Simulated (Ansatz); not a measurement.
BN:

```xyz
2
Lattice="0.0000 1.8130 1.8130 1.8130 0.0000 1.8130 1.8130 1.8130 0.0000" Properties=species:S:1:pos:R:3 pbc="T T T"
N     0.9065    0.9065    0.9065
B     0.0000    0.0000    0.0000
```

The cell is a database's computed one.

Base run:

- Program: Ansatz 0.2.0
- Functional: HSE06
- Potentials or basis: all-electron PAW datasets made for the crystal
- Cutoff: 580 eV (chosen from the basis error)
- k mesh: 8 × 8 × 8
- Occupations: fermi-dirac, width 0.05 eV
- Spin: no spin polarisation

Its results: band gap on the k mesh 5.77 eV, indirect (least direct gap 10.52 eV); pressure -9.5 GPa.

Task: The run is repeated on the same cell with these changes: functional from HSE06 to PBE0. What comes out?

Result: Band gap on the k mesh 6.54 eV, indirect (least direct gap 11.28 eV); pressure -9.5 GPa.

A k mesh can miss the band edges.
